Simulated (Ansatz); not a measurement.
# Ga (C2/c) in Ansatz: a series of runs

One crystal, Ga, is run at these levels: LDA; tasks: single point, equation of state.

Everything below comes from runs of Ansatz 0.2.0. Logs are shortened: lines on timing, memory, paths and dates and some standing lists are left out, and cuts for length are marked.

**1. The crystal as given**

It takes space group C2/c (No. 15, monoclinic). Conventional cell: a = 2.766 Å, b = 8.053 Å, c = 3.332 Å, α = 90.00°, β = 92.02°, γ = 90.00°. Around Ga (site symmetry 2) lie 8 Ga at 2.69 to 2.92 Å.

This isn't the form of Ga at room conditions, which is orthorhombic.

**2. Single point, LDA, 17.43 Å³/atom (volume scaled by 0.94)**

Contents of input.yaml:

```yaml
crystal:
  lattice:
    - [1.3547675884, -3.9443034667, 0.0]
    - [1.3547675884, 3.9443034667, 0.0]
    - [-0.1150499344, 0.0, 3.261952624]
  atoms:
    - { symbol: Ga, position: [0.131, 0.869, 0.75] }
    - { symbol: Ga, position: [0.869, 0.131, 0.25] }
kpoints:
  mp_grid: { grid: [10, 10, 8] }
scf:
  occupations: { method: fermi_dirac, width: 0.05 }
hamiltonian:
  xc: lda
  pseudopotentials: { kind: all_electron, lapw: { basis_error: 0.001 } }
output:
  forces: true
  stress: true
  eigenvalues: true
```

Potentials or basis: all-electron LAPW, scalar-relativistic.

Launch:

```console
$ ansatz run input.yaml --threads 1 --pin off --max-ram 3072MiB --backend cpu --events-out ev --progress --plain --runs-dir out
```

The program printed:

```text
Warning: RAYON_NUM_THREADS=1 ignored (pool sized by the plan → 1); use --threads N
LAPW: plane waves up to 8.415 Å⁻¹, error target 1.0e-3 eV per atom; small_component_spin mean_spin; Ga in spheres of 1.317 Å, 21 of its electrons in bands, Dirac shells [] (how accurate: hamiltonian.pseudopotentials.lapw.basis_error, Limitations)
Engine: ansatz 0.2.0, x86_64-unknown-linux-gnu
Pseudopotentials: kind: all_electron
Pseudopotential: Ga, LAPW, valence charge 21, lapw/all_electron/scalar/gaussian/Ga, Koelling and Harmon's equation, gaussian nucleus
Functional definition: SPW92
  exchange = slater_x
  correlation = pw_c
Crystal: 2 atoms, lattice volume = 34.861 Å³
Basis set: ecut = 269.77923862062937 eV, 361 PW (Γ), FFT grids on a1+a2, a2, a3, exchange–correlation at level 2
Bands: 26, of which v1, the nominal top of the filled ones, is band 21 counted from 1 (20 counted from 0)
Symmetry: 4 space group operations
Space group: C2/c (ITA 15), of the structure as read, at distance tolerance 3.3e-5 Å
k-points: 227 of 800
Non-local potential: Ga, projectors of the file, none
Initial density: superposition of atomic densities (chi_scale 0.1, normalization cell)
Initial wavefunctions: plane waves of lowest kinetic energy (no species holds an atomic orbital)
Functional: x = slater, c = lda
iter 1 solved again at ethr=8.93e-5 eV; its pass at ethr=1.00e-1 eV (dr2=3.75e-2 eV) is discarded
SCF iter   1: F=—  HF=-105647.889661 eV  |F-HF|=—  |Δ(HF+E_count)|=         —  Δρ=1.34e-2  dr2=3.76e-2  ethr=8.93e-5  ⟨swp⟩=3.0  Hψ=39806  notcnv=0
preconditioner: auto → Kerker (q_TF=auto, 2.814 Å⁻¹)  [metal: Δε(μ)=0.021 eV  Ē_g=17.978 eV  σ=0.050 eV  W_gap=0.10  n_scr=12 (ndim 8)  ℏωp=32.1 eV  f_vac=0.000  D(μ)=0.61/eV (n_scr^D=2)]
SCF iter   2: F=—  HF=-105647.811589 eV  |F-HF|=—  |Δ(HF+E_count)|=   7.81e-2  Δρ=7.79e-3  dr2=1.51e-2  ethr=8.93e-5  ⟨swp⟩=2.0  Hψ=17709  notcnv=0
SCF iter   3: F=—  HF=-105647.795063 eV  |F-HF|=—  |Δ(HF+E_count)|=   1.65e-2  Δρ=5.93e-3  dr2=8.94e-3  ethr=3.61e-5  ⟨swp⟩=2.0  Hψ=16610  notcnv=0
SCF iter   4: F=—  HF=-105647.792618 eV  |F-HF|=—  |Δ(HF+E_count)|=   2.44e-3  Δρ=3.07e-3  dr2=2.63e-3  ethr=2.13e-5  ⟨swp⟩=2.0  Hψ=16611  notcnv=0
iter 5 solved again at ethr=2.74e-7 eV; its pass at ethr=6.27e-6 eV (dr2=1.15e-4 eV) is discarded
SCF iter   5: F=—  HF=-105647.792291 eV  |F-HF|=—  |Δ(HF+E_count)|=   3.27e-4  Δρ=5.92e-4  dr2=1.15e-4  ethr=2.74e-7  ⟨swp⟩=2.0  Hψ=28682  notcnv=0
SCF iter   6: F=—  HF=-105647.792278 eV  |F-HF|=—  |Δ(HF+E_count)|=   1.36e-5  Δρ=7.55e-5  dr2=2.67e-6  ethr=2.74e-7  ⟨swp⟩=2.0  Hψ=16611  notcnv=0
SCF iter   7: F=—  HF=-105647.792277 eV  |F-HF|=—  |Δ(HF+E_count)|=   2.79e-7  Δρ=1.55e-5  dr2=1.63e-7  ethr=6.35e-9  ⟨swp⟩=2.0  Hψ=16611  notcnv=0
SCF iter   8: F=-105647.792277 eV  HF=-105647.792277 eV  |F-HF|=4.44e-9  |Δ(HF+E_count)|=   3.06e-8  Δρ=5.34e-6  dr2=1.15e-8  ethr=3.89e-10  ⟨swp⟩=2.0  Hψ=16613  notcnv=0
SCF 1 converged in 8 iterations: F = -105647.792277 eV  dr2 = 1.15e-8
SCF converged after 8 iterations
Free energy (F): -105647.792277 eV
Harris-Foulkes:  -105647.792277 eV  (|F-HF|=4.44e-9)
Internal energy: -105647.787101 eV  (E = F + TS)
E sigma→0 (E₀):  -105647.789689 eV
Entropy (-TS):   -0.005176 eV (-2.588 meV/atom)
Fermi energy:    12.628366 eV
--- Per-component energies (eV) ---
  E_band       = -1499.392648
  E_kinetic    = 107683.594944
  E_xc         = -3964.848252
  E_electrostatic = -209366.533793  (all electrons and nuclei)
  E_smearing   = -0.005176  (= −TS)
  E_closure    = 0.000000  (closes the sum)
  E_atoms      = -105640.645478  (free atoms, spherical and without spin; not in F)
  Σ components = -105647.792277   (vs F -105647.792277, Δ=0.00e0)
  Basis errors (estimates in eV, not in F): energy 3.2e-4 per atom: plane waves 2.9e-4 (1.6e-4 summed), levels above the bands 2.5e-64, relativity 1.8e-9, radial functions 3.1e-5, core shells 1.5e-10; eigenvalues (radial functions only) 2.0e-6; not estimated: angular momenta, meshes, grids; target (lapw.basis_error) 1.0e-3; muffin-tin radii Ga 1.317 Å
--- Forces (eV/Å), atoms counted from 1 ---
  atom   1  Ga     0.00000000    -0.20575457     0.00000000
  atom   2  Ga     0.00000000     0.20575457    -0.00000000
  max |Σ_I F_I| component: 0.00e0 eV/Å
--- Stress (GPa, compression-positive) ---
        0.183514       0.000000       0.520320
        0.000000      -0.539042      -0.000000
        0.520320      -0.000000      -1.169141
  P = ⅓ Tr σ = -0.5082 GPa (-5.082 kbar)
--- Band table (eV; the first three rows and the last of 227) ---
  k-point 0: bands = ["-130.3001", "-130.2989", "-81.5362", "-81.5299", "-81.5160", "-81.5132", "-81.5125", "-81.5057", "-2.6599", "-2.6527", "-2.6086", "-2.5895", "-2.2623", "-2.2585", "-2.2290", "-2.2209", "-2.2056", "-2.0488", "0.9135", "10.3822", "11.0963", "14.2633", "18.2793", "22.7113", "23.2303", "23.4651"]
  k-point 1: bands = ["-130.3001", "-130.2989", "-81.5360", "-81.5302", "-81.5156", "-81.5132", "-81.5125", "-81.5061", "-2.6738", "-2.6232", "-2.6082", "-2.5607", "-2.2943", "-2.2932", "-2.2113", "-2.1957", "-2.1930", "-2.0785", "1.1386", "10.6487", "10.6643", "13.1211", "20.4351", "21.6727", "21.7485", "22.9079"]
  k-point 2: bands = ["-130.2999", "-130.2991", "-81.5355", "-81.5311", "-81.5145", "-81.5131", "-81.5126", "-81.5072", "-2.6814", "-2.6115", "-2.5557", "-2.4967", "-2.3366", "-2.3337", "-2.2353", "-2.1642", "-2.1597", "-2.1489", "1.8177", "8.7710", "11.4332", "12.9526", "18.9982", "19.2303", "23.4425", "24.0906"]
  k-point 226: bands = ["-130.2995", "-130.2995", "-81.5344", "-81.5344", "-81.5129", "-81.5129", "-81.5098", "-81.5098", "-2.6049", "-2.6049", "-2.5214", "-2.5214", "-2.2815", "-2.2815", "-2.2441", "-2.2441", "-2.2234", "-2.2234", "6.4662", "6.4662", "7.9674", "7.9674", "23.9334", "23.9334", "24.9270", "24.9270"]
```

It took 50 s on 1 thread of Intel Xeon at 2.70GHz, shared host; peak memory 0.61 GiB.

Results:

| Item | Value |
| --- | --- |
| Free energy | -105647.7923 eV |
| Pressure | -0.5 GPa |
| Largest force | 0.206 eV/Å |
| Band gap on the k mesh | none (metal or under the smearing width) |

**3. Single point, LDA, 17.80 Å³/atom (volume scaled by 0.96)**

input.yaml, as its differences from that of step 2:

```diff
@@ -2,5 +2,5 @@
   lattice:
-    - [1.3547675884, -3.9443034667, 0.0]
-    - [1.3547675884, 3.9443034667, 0.0]
-    - [-0.1150499344, 0.0, 3.261952624]
+    - [1.3643085195, -3.9720811669, 0.0]
+    - [1.3643085195, 3.9720811669, 0.0]
+    - [-0.1158601719, 0.0, 3.2849248782]
   atoms:
```

Potentials or basis: all-electron LAPW, scalar-relativistic.

Launch:

```console
$ ansatz run input.yaml --threads 1 --pin off --max-ram 3072MiB --backend cpu --events-out ev --progress --plain --runs-dir out
```

It took 54 s on 1 thread of Intel Xeon at 2.70GHz, shared host; peak memory 0.6 GiB.

It converged, with:

| Property | Result |
| --- | --- |
| Free energy | -105647.7868 eV |
| Pressure | -1.8 GPa |
| Largest force | 0.197 eV/Å |
| Band gap on the k mesh | none (metal or under the smearing width) |

**4. Single point, LDA, 18.17 Å³/atom (volume scaled by 0.98)**

input.yaml, as its differences from that of step 3:

```diff
@@ -2,5 +2,5 @@
   lattice:
-    - [1.3643085195, -3.9720811669, 0.0]
-    - [1.3643085195, 3.9720811669, 0.0]
-    - [-0.1158601719, 0.0, 3.2849248782]
+    - [1.3737178411, -3.9994756958, 0.0]
+    - [1.3737178411, 3.9994756958, 0.0]
+    - [-0.1166592328, 0.0, 3.3075802485]
   atoms:
```

Launch:

```console
$ ansatz run input.yaml --threads 1 --pin off --max-ram 3072MiB --backend cpu --events-out ev --progress --plain --runs-dir out
```

Run time: 52 s. Hardware: 1 thread of Intel Xeon at 2.70GHz, shared host; peak memory 0.6 GiB.

The run converged. Its results:

```yaml
Free_energy: -105647.7757 eV
Pressure: -3.0 GPa
Largest_force: 0.189 eV/Å
Band_gap_on_the_k_mesh: none (metal or under the smearing width)
```

**5. Single point, LDA, 18.54 Å³/atom**

input.yaml, as its differences from that of step 4:

```diff
@@ -2,5 +2,5 @@
   lattice:
-    - [1.3737178411, -3.9994756958, 0.0]
-    - [1.3737178411, 3.9994756958, 0.0]
-    - [-0.1166592328, 0.0, 3.3075802485]
+    - [1.383, -4.0265, 0.0]
+    - [1.383, 4.0265, 0.0]
+    - [-0.1174474948, 0.0, 3.3299294416]
   atoms:
```

Launch:

```console
$ ansatz run input.yaml --threads 1 --pin off --max-ram 3072MiB --backend cpu --events-out ev --progress --plain --runs-dir out
```

Wall time 40 s (1 thread of Intel Xeon at 2.70GHz, shared host); peak memory 0.6 GiB.

Results (log left out):

```
Free energy            : -105647.7596 eV
Pressure               : -3.9 GPa
Largest force          : 0.179 eV/Å
Band gap on the k mesh : none (metal or under the smearing width)
```

**6. Single point, LDA, 18.91 Å³/atom (volume scaled by 1.02)**

input.yaml, as its differences from that of step 5:

```diff
@@ -2,5 +2,5 @@
   lattice:
-    - [1.383, -4.0265, 0.0]
-    - [1.383, 4.0265, 0.0]
-    - [-0.1174474948, 0.0, 3.3299294416]
+    - [1.3921592073, -4.05316634, 0.0]
+    - [1.3921592073, 4.05316634, 0.0]
+    - [-0.1182253154, 0.0, 3.3519825971]
   atoms:
```

Potentials or basis: all-electron LAPW, scalar-relativistic.

Launch:

```console
$ ansatz run input.yaml --threads 1 --pin off --max-ram 3072MiB --backend cpu --events-out ev --progress --plain --runs-dir out
```

Wall time 40 s (1 thread of Intel Xeon at 2.70GHz, shared host); peak memory 0.6 GiB.

Results (log left out):

| Item | Value |
| --- | --- |
| Free energy | -105647.7394 eV |
| Pressure | -4.8 GPa |
| Largest force | 0.169 eV/Å |
| Band gap on the k mesh | none (metal or under the smearing width) |

**7. Single point, LDA, 19.28 Å³/atom (volume scaled by 1.04)**

input.yaml, as its differences from that of step 6:

```diff
@@ -2,5 +2,5 @@
   lattice:
-    - [1.3921592073, -4.05316634, 0.0]
-    - [1.3921592073, 4.05316634, 0.0]
-    - [-0.1182253154, 0.0, 3.3519825971]
+    - [1.4011994555, -4.0794863395, 0.0]
+    - [1.4011994555, 4.0794863395, 0.0]
+    - [-0.1189930338, 0.0, 3.3737493278]
   atoms:
```

Launch:

```console
$ ansatz run input.yaml --threads 1 --pin off --max-ram 3072MiB --backend cpu --events-out ev --progress --plain --runs-dir out
```

It took 51 s on 1 thread of Intel Xeon at 2.70GHz, shared host; peak memory 0.6 GiB.

Results (log left out):

| Property | Result |
| --- | --- |
| Free energy | -105647.7155 eV |
| Pressure | -5.5 GPa |
| Largest force | 0.157 eV/Å |
| Band gap on the k mesh | none (metal or under the smearing width) |

**8. Single point, LDA, 19.66 Å³/atom (volume scaled by 1.06)**

input.yaml, as its differences from that of step 7:

```diff
@@ -2,5 +2,5 @@
   lattice:
-    - [1.4011994555, -4.0794863395, 0.0]
-    - [1.4011994555, 4.0794863395, 0.0]
-    - [-0.1189930338, 0.0, 3.3737493278]
+    - [1.4101245334, -4.1054710295, 0.0]
+    - [1.4101245334, 4.1054710295, 0.0]
+    - [-0.1197509717, 0.0, 3.3952387564]
   atoms:
```

Launch:

```console
$ ansatz run input.yaml --threads 1 --pin off --max-ram 3072MiB --backend cpu --events-out ev --progress --plain --runs-dir out
```

Run time: 51 s. Hardware: 1 thread of Intel Xeon at 2.70GHz, shared host; peak memory 0.6 GiB.

Results (log left out):

```
Free energy            : -105647.6885 eV
Pressure               : -6.1 GPa
Largest force          : 0.146 eV/Å
Band gap on the k mesh : none (metal or under the smearing width)
```

**9. Equation of state, LDA**

Potentials or basis: all-electron LAPW, scalar-relativistic.

This step only gathers the single runs of the series.

What came out:

- Equilibrium volume: 17.30 Å³/atom (rough: see the caveat)
- Bulk modulus at fixed shape and positions: 70 GPa (rough)

Energy against volume, from the lowest point:
```csv
volume (Å³/atom),energy (meV/atom)
17.431,0.00
17.801,2.73
18.172,8.30
18.543,16.32
18.914,26.46
19.285,38.41
19.656,51.89
```

Caveat: the minimum lies outside the volumes run; the cell was scaled at fixed shape and fractional positions, which overstates the stiffness of a crystal with free parameters, most of all of layers and chains.
